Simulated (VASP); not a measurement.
# O2CH in VASP: notebook

Aim: see how the results for O2CH move with the level of theory and the settings. Levels: PBEsol, PBE+D3. Tasks: single point.

Everything below comes from runs of VASP 6.6.1. Logs are shortened: lines on timing, memory, paths and dates and some standing lists are left out, and cuts for length are marked.

## (1) The molecule as given

The cell holds a molecule in a box, 4 atoms: a = 12.501 Å, b = 13.001 Å, c = 13.501 Å, α = 90.00°, β = 90.00°, γ = 90.00°.

## (2) Single point, PBEsol, collinear spin, ferromagnetic start

INCAR reads:

```
PREC = Accurate
ENCUT = 400
EDIFF = 1E-6
ISMEAR = 0
SIGMA = 0.01
LREAL = F
LASPH = T
NELM = 100
ALGO = Fast
ISIF = 2
LWAVE = F
LCHARG = F
ISPIN = 2
MAGMOM = 0.5 0.5 0.5 0.5
LORBIT = 11
NUPDOWN = 1
GGA = PS
NBANDS = 20
ISYM = 0
```

KPOINTS reads:

```
regular mesh
0
Gamma
  1 1 1
```

POSCAR reads:

```
HCO2                                    
1.0
   12.5008549775      0.0000000000      0.0000000000
    0.0000000000     13.0008549775      0.0000000000
    0.0000000000      0.0000000000     13.5008549775
  O               C               H             
     2     1     1
Selective dynamics
Direct
     0.5048703041000024    0.5354628166000026    0.4133508594999995   F   F   F
     0.4255790350312328    0.4923009787624666    0.5662560215449306   T   T   T
     0.4922508209889021    0.5054041277967326    0.4995861904793927   T   T   T
     0.5753364729397550    0.4793660221624146    0.5296561260106512   T   T   T
```

Potentials or basis: VASP PAW PBE potentials, release 64 (O, C, H).

The run is started by

```sh
> cat potpaw_PBE.64/O/POTCAR potpaw_PBE.64/C/POTCAR potpaw_PBE.64/H/POTCAR > POTCAR
> mpirun -np 4 vasp_gam > vasp.out
```

OUTCAR:

```text
PREC = Accurate
   ENCUT = 400
   EDIFF = 1E-6
   ISMEAR = 0
   LREAL = F
   LASPH = T
   NELM = 100
   ISIF = 2
   ISPIN = 2
   LORBIT = 11
   NUPDOWN = 1
   GGA = PS
   ISYM = 0

 ion  position               nearest neighbor table
   1  0.505  0.535  0.413-   3 1.24
   2  0.426  0.492  0.566-   3 1.24
   3  0.492  0.505  0.500-   4 1.17   1 1.24   2 1.24
   4  0.575  0.479  0.530-   3 1.17

IMPORTANT INFORMATION: All symmetrisations will be switched off!
NOSYMM: (Re-)initialisation of all symmetry stuff for point group C_1.

----------------------------------------------------------------------------------------

                                     Primitive cell

  volume of cell :    2194.1833

  direct lattice vectors                    reciprocal lattice vectors
    12.500854977  0.000000000  0.000000000     0.079994529  0.000000000  0.000000000
     0.000000000 13.000854977  0.000000000     0.000000000  0.076918018  0.000000000
     0.000000000  0.000000000 13.500854977     0.000000000  0.000000000  0.074069383

  length of vectors
    12.500854977 13.000854977 13.500854977     0.079994529  0.076918018  0.074069383

  position of ions in fractional coordinates (direct lattice)
     0.504870304  0.535462817  0.413350859
     0.425579035  0.492300979  0.566256022
     0.492250821  0.505404128  0.499586190
     0.575336473  0.479366022  0.529656126

  ion indices of the primitive-cell ions
   primitive index   ion index
                 1           1
                 2           2
                 3           3
                 4           4

----------------------------------------------------------------------------------------

 KPOINTS: regular mesh

Automatic generation of k-mesh.
 Grid dimensions read from file:
 generate k-points for:    1    1    1

 Generating k-lattice:

  Cartesian coordinates                     Fractional coordinates (reciprocal lattice)
     0.079994529  0.000000000  0.000000000     1.000000000  0.000000000  0.000000000
     0.000000000  0.076918018  0.000000000     0.000000000  1.000000000  0.000000000
     0.000000000  0.000000000  0.074069383     0.000000000  0.000000000  1.000000000

  Length of vectors
     0.079994529  0.076918018  0.074069383

  Shift w.r.t. Gamma in fractional coordinates (k-lattice)
     0.000000000  0.000000000  0.000000000

 Subroutine IBZKPT returns following result:
 ===========================================

 Found      1 irreducible k-points:

 Following reciprocal coordinates:
            Coordinates               Weight
  0.000000  0.000000  0.000000      1.000000
   k-points           NKPTS =      1   k-points in BZ     NKDIM =      1   number of bands    NBANDS=     20
   number of dos      NEDOS =    301   number of ions     NIONS =      4
   total plane-waves  NPLWV = 680400
   dimension x,y,z NGX =    84 NGY =   90 NGZ =   90
   dimension x,y,z NGXF=   168 NGYF=  180 NGZF=  180
   ions per type =               2   1   1
   NGX,Y,Z   is equivalent  to a cutoff of  11.17, 11.51, 11.08 a.u.
   NGXF,Y,Z  is equivalent  to a cutoff of  22.34, 23.02, 22.16 a.u.
 SYSTEM =  unknown system
   PREC   = accura    normal or accurate (medium, high low for compatibility)
   ISTART =      0    job   : 0-new  1-cont  2-samecut
   ICHARG =      2    charge: 1-file 2-atom 10-const
   ISPIN  =      2    spin polarized calculation?
   LNONCOLLINEAR =      F non collinear calculations
   LSORBIT =      F    spin-orbit coupling
   LASPH  =      T    aspherical Exc in radial PAW
   ENCUT  =  400.0 eV  29.40 Ry    5.42 a.u.  20.39 21.20 22.02*2*pi/ulx,y,z
   NELM   =    100;   NELMIN=  2; NELMDL= -5     # of ELM steps
   EDIFF  = 0.1E-05   stopping-criterion for ELM
   LREAL  =      F    real-space projection
   EDIFFG = 0.1E-04   stopping-criterion for IOM
   NSW    =      0    number of steps for IOM
   IBRION =     -1    ionic relax: 0-MD 1-quasi-New 2-CG
   NFREE  =      0    steps in history (QN), initial steepest desc. (CG)
   ISIF   =      2    stress and relaxation
   ISYM   =      0    0-nonsym 1-usesym 2-fastsym
   POTIM  = 0.5000    time-step for ionic-motion
   TEBEG  =    0.0;   TEEND  =   0.0 temperature during run
   PSTRESS=    0.0 pullay stress
   NELECT =      17.0000    total number of electrons
   NUPDOWN=       1.0000    fix difference up-down
   EMIN   =  10.00;   EMAX   =-10.00  energy-range for DOS
   EFERMI =   0.00;   METHOD = LEGACY
   ISMEAR =     0;   SIGMA  =   0.01  broadening in eV -4-tet -1-fermi 0-gaus
   EFERMI_NEDOS =   21; number of points for ismear=-14 and -15
   IALGO  =     68    algorithm
   IMIX   =      4    mixing-type and parameters
     AMIX     =   0.40;   BMIX     =  1.00
     AMIX_MAG =   1.60;   BMIX_MAG =  1.00
  volume/ion in A,a.u.               =     548.55      3701.77
  Fermi-wavevector in a.u.,A,eV,Ry     =   0.323942  0.612161  1.427771  0.104938
  Thomas-Fermi vector in A             =   1.213633
   LORBIT       =     11    0 simple, 1 ext, 2 COOP (PROOUT), +10 PAW based schemes
   GGA     = PS    functional components
   LHFCALC =     F    Hartree Fock is set to
   AEXX    =    0.0000 exact exchange contribution
   IVDW    =     0    specifies the selected vdW correction
   LEPSILON=     F    determine dielectric tensor
   LRPA    =     F    only Hartree local field effects (RPA)
 spin polarized calculation
 RMM-DIIS sequential band-by-band and
 Gauss-broadening in eV      SIGMA  =   0.01
  energy-cutoff  :      400.00
  volume of cell :     2194.18
 maximum number of plane-waves:     19912
 NGX is ok and might be reduce to    84
   NGX = 41   NGY = 43   NGZ = 45

 number of electron      17.0000005 magnetization       1.0000076

 Free energy of the ion-electron system (eV)
  ---------------------------------------------------
  ext. energy  EPLUGINS =         0.00000000
  ---------------------------------------------------
  free energy    TOTEN  =       -24.86515442 eV

  energy without entropy =      -24.86515442  energy(sigma->0) =      -24.86515442

 E-fermi :  -7.8201     XC(G=0):  -0.3969

 val. band max:       -7.7773682286   @ k =   0.0000   0.0000   0.0000
 cond. band min:      -6.5229535679   @ k =   0.0000   0.0000   0.0000
 fundamental gap:      1.2544146607
 Fermi energy:        -7.7106017711

 spin component 1

 k-point     1 :       0.0000    0.0000    0.0000
  band No.  band energies     occupation
      1     -28.3717      1.00000
      2     -26.7906      1.00000
      3     -15.5527      1.00000
      4     -12.9472      1.00000
      5     -12.2930      1.00000
      6     -11.8419      1.00000
[... 12 lines left out ...]
     19       1.4606      0.00000
     20       1.4760      0.00000
 Fermi energy:        -7.8201437704

 spin component 2

 k-point     1 :       0.0000    0.0000    0.0000
  band No.  band energies     occupation
      1     -27.9504      1.00000
      2     -26.2774      1.00000
      3     -14.8585      1.00000
      4     -12.6013      1.00000
      5     -11.8143      1.00000
      6     -11.6968      1.00000
[... 12 lines left out ...]
     19       1.4778      0.00000
     20       1.5034      0.00000

------------------------ aborting loop because EDIFF is reached ----------------------------------------

  FORCE on cell =-STRESS in cart. coord.  units (eV):
  Direction    XX          YY          ZZ          XY          YZ          ZX
  --------------------------------------------------------------------------------------
  -------------------------------------------------------------------------------------
  Total       -1.6588786     -1.6608412     -1.8380816     -0.0419128      0.0432412      0.1175363
  in kB       -1.2113016     -1.2127347     -1.3421544     -0.0306044      0.0315745      0.0858242
  external PRESSURE =      -1.2553969 kB  Pullay stress =       0.0000000 kB

 VOLUME and BASIS-vectors are now :
 -----------------------------------------------------------------------------
  energy-cutoff  :      400.00
  volume of cell :     2194.18
      direct lattice vectors                 reciprocal lattice vectors
    12.500854977  0.000000000  0.000000000     0.079994529  0.000000000  0.000000000
     0.000000000 13.000854977  0.000000000     0.000000000  0.076918018  0.000000000
     0.000000000  0.000000000 13.500854977     0.000000000  0.000000000  0.074069383

 POSITION                                       TOTAL-FORCE (eV/Angst)
 -----------------------------------------------------------------------------------
      6.31131      6.96147      5.58059        -0.005367     -0.090154      0.244689
      5.32010      6.40033      7.64494         0.212360      0.029156     -0.183828
      6.15356      6.57069      6.74484        -0.274394      0.083774     -0.089669
      7.19220      6.23217      7.15081         0.067401     -0.022775      0.028807
 -----------------------------------------------------------------------------------
    total drift:                               -0.000282     -0.000267      0.001238

  FREE ENERGIE OF THE ION-ELECTRON SYSTEM (eV)
  ---------------------------------------------------
  free  energy   TOTEN  =       -24.8651544174 eV

  energy  without entropy=      -24.8651544174  energy(sigma->0) =      -24.86515442

 total charge

# of ion       s       p       d       tot
------------------------------------------
    1        1.626   3.453   0.000   5.079
    2        1.626   3.453   0.000   5.079
    3        0.886   1.759   0.000   2.644
    4        0.537   0.033   0.000   0.571
--------------------------------------------------
tot          4.675   8.698   0.000  13.373

 magnetization (x)

# of ion       s       p       d       tot
------------------------------------------
    1        0.004   0.301   0.000   0.305
    2        0.004   0.301   0.000   0.305
    3       -0.009  -0.014   0.000  -0.023
    4        0.156  -0.000   0.000   0.155
--------------------------------------------------
tot          0.154   0.587   0.000   0.742
```

Wall time 49 s (4 MPI ranks of Intel Xeon 6975P-C (Granite Rapids), shared host); peak memory 0.61 GiB.

Results:

```yaml
Free_energy: -24.8652 eV
Largest_force: 0.301 eV/Å
Net_moment: 1.00 μB per cell
Site_moments: O +0.30; C -0.02; H +0.15 μB
Valence_electrons_inside_the_program's_atomic_spheres: O 5.08; C 2.64; H 0.57
```

Forces on the atoms (eV/Å):
```
O   -0.005 -0.090  0.245
O    0.212  0.029 -0.184
C   -0.274  0.084 -0.090
H    0.067 -0.023  0.029
```

Caveat: the cutoff is under 1.25 times the usual one of these potentials, so pressure, stress and relaxed cells hold a basis-set (Pulay) error; the standard files for N, O and F lose accuracy on very short bonds; the PAW data sets were made with another functional, which shifts forces and pressure a little; the total moment is fixed, so each spin has its own Fermi level.

## (3) Single point, PBE+D3, collinear spin, ferromagnetic start

INCAR: that of step 2 with these lines changed.

```diff
@@ -16,3 +16,4 @@
 NUPDOWN = 1
-GGA = PS
+GGA = PE
+IVDW = 11
 NBANDS = 20
```

KPOINTS is that of step 2.

POSCAR is that of step 2.

Potentials or basis: VASP PAW PBE potentials, release 64 (O, C, H).

The run is started by

```sh
> cat potpaw_PBE.64/O/POTCAR potpaw_PBE.64/C/POTCAR potpaw_PBE.64/H/POTCAR > POTCAR
> mpirun -np 4 vasp_gam > vasp.out
```

Run time: 51 s. Hardware: 4 MPI ranks of Intel Xeon 6975P-C (Granite Rapids), shared host; peak memory 0.62 GiB.

It converged, with:

| Quantity | Value |
| --- | --- |
| Free energy | -24.1778 eV |
| Largest force | 0.037 eV/Å |
| Net moment | 1.00 μB per cell |
| Site moments | O +0.31; C -0.03; H +0.16 μB |
| Valence electrons inside the program's atomic spheres | O 5.09; C 2.65; H 0.58 |
| Dispersion energy per atom | -0.001 eV |

Forces on the atoms (eV/Å):
```
O    0.005  0.009 -0.036
O   -0.007 -0.002  0.015
C    0.000 -0.006  0.018
H    0.002 -0.002  0.003
```

Caveat: the cutoff is under 1.25 times the usual one of these potentials, so pressure, stress and relaxed cells hold a basis-set (Pulay) error; the standard files for N, O and F lose accuracy on very short bonds; the total moment is fixed, so each spin has its own Fermi level.
